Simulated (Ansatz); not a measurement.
# Si: the cost of one run

Computed with Ansatz 0.2.0 (DFT PBE, scalar-relativistic, plane waves, PAW, unless a step's input says otherwise).

### 1 The starting structure

It takes space group Fm-3m (No. 225, cubic). The conventional cell has a = 8.602 Å, b = 8.602 Å, c = 8.602 Å, α = 90.00°, β = 90.00°, γ = 90.00°. Si (site symmetry 4mm) is surrounded by 2 Si at 2.11 to 2.19 Å. Si (site symmetry m-3m) is surrounded by 6 Si at 2.19 Å. Si (site symmetry m-3m) has 6 Si at 2.11 Å as nearest neighbours.

As a file:

```xyz
8
Lattice="0.0000 4.3011 4.3011 4.3011 0.0000 4.3011 4.3011 4.3011 0.0000" Properties=species:S:1:pos:R:3 pbc="T T T"
Si    6.4160    4.3011    4.3011
Si    2.1861    4.3011    4.3011
Si    4.3011    6.4160    4.3011
Si    4.3011    2.1861    4.3011
Si    4.3011    4.3011    6.4160
Si    4.3011    4.3011    2.1861
Si    0.0000    0.0000    0.0000
Si    4.3011    4.3011    4.3011
```

A structure generator made this guess: random cell by space group and Wyckoff sites (Fm-3m, No. 225). Its size is a rough estimate.

### 2 Probe: one point on a coarse mesh

input.yaml

```yaml
crystal:
  lattice:
    - [0.0, 4.30108563, 4.30108563]
    - [4.30108563, 0.0, 4.30108563]
    - [4.30108563, 4.30108563, 0.0]
  atoms:
    - { symbol: Si, position: [0.25413636, 0.74586364, 0.74586364] }
    - { symbol: Si, position: [0.74586364, 0.25413636, 0.25413636] }
    - { symbol: Si, position: [0.74586364, 0.25413636, 0.74586364] }
    - { symbol: Si, position: [0.25413636, 0.74586364, 0.25413636] }
    - { symbol: Si, position: [0.74586364, 0.74586364, 0.25413636] }
    - { symbol: Si, position: [0.25413636, 0.25413636, 0.74586364] }
    - { symbol: Si, position: [0.0, 0.0, 0.0] }
    - { symbol: Si, position: [0.5, 0.5, 0.5] }
basis:
  ecutwfc: 420
kpoints:
  mp_grid: { grid: [4, 4, 4] }
hamiltonian:
  xc: pbe
scf:
  occupations: { method: gaussian, width: 0.1 }
  lower_state_search: "off"
output:
  forces: true
  stress: true
  eigenvalues: true
```

On the command line:

```sh
ansatz run input.yaml --threads 1 --pin off --max-ram 2560MiB --backend cpu --events-out ev --progress --plain --runs-dir out
```

Q: Estimate wall time and peak memory on 1 thread of Arm Neoverse V2, shared host.

About 1.9 s, with a peak of 0.36 GiB.
